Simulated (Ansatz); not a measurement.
The system is V.

```xyz
1
Lattice="-1.5144 1.5144 1.5144 1.5144 -1.5144 1.5144 1.5144 1.5144 -1.5144" Properties=species:S:1:pos:R:3 pbc="T T T"
V     0.0000    0.0000    0.0000
```

```yaml
Program: Ansatz 0.2.0
Task: single point
Functional: PBE
Potentials_or_basis: all-electron LAPW, scalar-relativistic
Cutoff: 258 eV (chosen from the basis error)
Basis_error_allowed: 0.001 eV/atom
k_mesh: 12 × 12 × 12
Occupations: fermi-dirac, width 0.05 eV
Spin: collinear spin, ferromagnetic start
Starting_moments: "[2.0] μB"
```

On this cell: pressure -5.4 GPa; net moment 0.00 μB per cell; band gap on the k mesh none (metal or under the smearing width).

The same run follows on a disturbed copy (cell strained at random at fixed volume):

```
V
1.0
    -1.51699    1.52013    1.57756
     1.49873   -1.47807    1.51724
     1.50658    1.46766   -1.53549
V
1
Direct
  0.01027 0.00456 0.99881
```

Question: What does the disturbed cell give?

Answer: The energy (extrapolated to zero smearing) moves by +3.9 meV/atom; pressure -5.4 GPa; net moment 0.00 μB per cell; band gap on the k mesh none (metal or under the smearing width).

Stress tensor (GPa, compression positive):
```
-4.60  0.02  0.33
 0.02 -4.19 -0.41
 0.33 -0.41 -7.32
```

Caveats: the starting moments weren't kept.
